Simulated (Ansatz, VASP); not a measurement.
ZnS: VASP beside Ansatz

```
CELL_PARAMETERS angstrom
0.00000 2.62351 2.70465
2.62351 0.00000 2.70465
2.62351 2.62351 0.00000
ATOMIC_POSITIONS crystal
Zn 0.00000 0.00000 0.00000
S 0.75000 0.75000 0.75000
```

Change from the starting cell: strain -0.030 along x and y, +0.000 along z, atoms carried along.

Alike in both runs: task single point; functional PBE; k mesh 10 × 10 × 10; occupations gaussian, width 0.05 eV; no spin polarisation.

|  | VASP | Ansatz |
| --- | --- | --- |
| version | VASP 6.6.1 | Ansatz 0.2.0 |
| potentials or method | VASP PAW PBE potentials, release 64 (Zn, S) | scalar-relativistic, plane waves, PAW |
| plane-wave cutoff (eV) | 520 | 420 |
| valence electrons in the cell | 18 | 18 |

Ansatz gave:

```
gap on the k mesh at the Fermi level (eV)       : 2.32
least direct gap on the mesh (eV)               : 2.32
pressure (GPa)                                  : 6.6
largest component of the traceless stress (GPa) : 0.82
```

Q: What did VASP give for the same quantities?

A: gap on the k mesh at the Fermi level (eV): 2.33; least direct gap on the mesh (eV): 2.33; pressure (GPa): 6.8; largest component of the traceless stress (GPa): 0.82.
